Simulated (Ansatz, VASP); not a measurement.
**TiTe2 in VASP and in Ansatz**

File INCAR:

```
  AGGAC = 1.0
  AGGAX = 1.0
  ALDAC = 0.0
  ALDAX = 1.0
  ALGO = Normal
  EDIFF = 1E-6
  ENCUT = 520
  GGA = B5
  ISIF = 2
  ISMEAR = -1
  LASPH = T
  LCHARG = F
  LREAL = F
  LWAVE = F
  NBANDS = 19
  NELM = 80
  PREC = Accurate
  SIGMA = 0.05
```

File KPOINTS:

```
k-points
0
Gamma
  5 5 3
```

POSCAR

```
TiTe2
1.0
    3.7770000000      0.0000000000      0.0000000000
   -1.8885000000      3.2709779501      0.0000000000
    0.0000000000      0.0000000000      6.4980000000
Te Ti
2 1
Direct
    0.3333333333      0.6666666667      0.7372000000
    0.6666666667      0.3333333333      0.2628000000
    0.0000000000      0.0000000000      0.0000000000
```

Contents of input.yaml:

```yaml
crystal:
  lattice:
    - [3.777, 0.0, 0.0]
    - [-1.8885, 3.2709779501, 0.0]
    - [0.0, 0.0, 6.498]
  atoms:
    - { symbol: Te, position: [0.3333333333, 0.6666666667, 0.7372] }
    - { symbol: Te, position: [0.6666666667, 0.3333333333, 0.2628] }
    - { symbol: Ti, position: [0.0, 0.0, 0.0] }
hamiltonian:
  xc: blyp
  pseudopotentials: { kind: paw }
kpoints:
  mp_grid: { grid: [5, 5, 3] }
  band_path:
    path:
      - [[0.0, 0.0, 0.0], [0.5, 0.0, 0.0], [0.3333333333, 0.3333333333, 0.0], [0.0, 0.0, 0.0], [0.0, 0.0, 0.5], [0.5, 0.0, 0.5], [0.3333333333, 0.3333333333, 0.5], [0.0, 0.0, 0.5]]
      - [[0.5, 0.0, 0.5], [0.5, 0.0, 0.0]]
      - [[0.3333333333, 0.3333333333, 0.0], [0.3333333333, 0.3333333333, 0.5]]
    npoints: 14
scf:
  occupations: { method: fermi_dirac, width: 0.05 }
  n_extra_bands: 7
output:
  forces: true
  stress: true
  eigenvalues: true
  fatbands: false
  write_density: true
  write_potential: true
  elf: true
  volumetric_format: npy
```

Alike in both runs: functional BLYP; k mesh 5 × 5 × 3; occupations fermi-dirac, width 0.05 eV; no spin polarisation.

|  | VASP | Ansatz |
| --- | --- | --- |
| version | VASP 6.6.1 | Ansatz 0.2.0 |
| potentials or method | VASP PAW PBE potentials, release 64 (Te, Ti_sv) | Ansatz PAW |
| plane-wave cutoff (eV) | 520 | 420 |
| valence electrons in the cell | 24 | 44 |
| task | single point | band structure |

```tsv
	VASP	Ansatz	Ansatz less VASP
gap on the k mesh at the Fermi level (eV)	none	none	-
pressure (GPa)	5.4	5.2	-0.19
largest component of the traceless stress (GPa)	0.36	0.37	+0.010
rms of the force components (eV/Å)	0.032	0.014	-0.0180
```

Atom by atom the forces differ by 0.018 eV/Å (rms over components). A gap of «none» marks a metal or a gap that the smearing closes. The functional is the same, so the differences come from potentials, cutoffs and numerics. The two sets of potentials don't hold the same shells in valence.

Caveats: the k mesh is coarse (spacing up to 0.38 Å⁻¹), so the values aren't converged; this functional lacks dispersion, which binds the layers, so the pressure and a relaxed spacing across them are unreliable; the PAW data sets were made with another functional, which shifts forces and pressure a little (VASP); spin-orbit coupling is left out, which moves the levels of the heavy elements (Ansatz); the PAW data sets come from PBE, with cores solved anew for the run's functional, which leaves a small shift of forces and pressure (Ansatz). The runs have no spin-orbit coupling, so splittings on Te are missing.
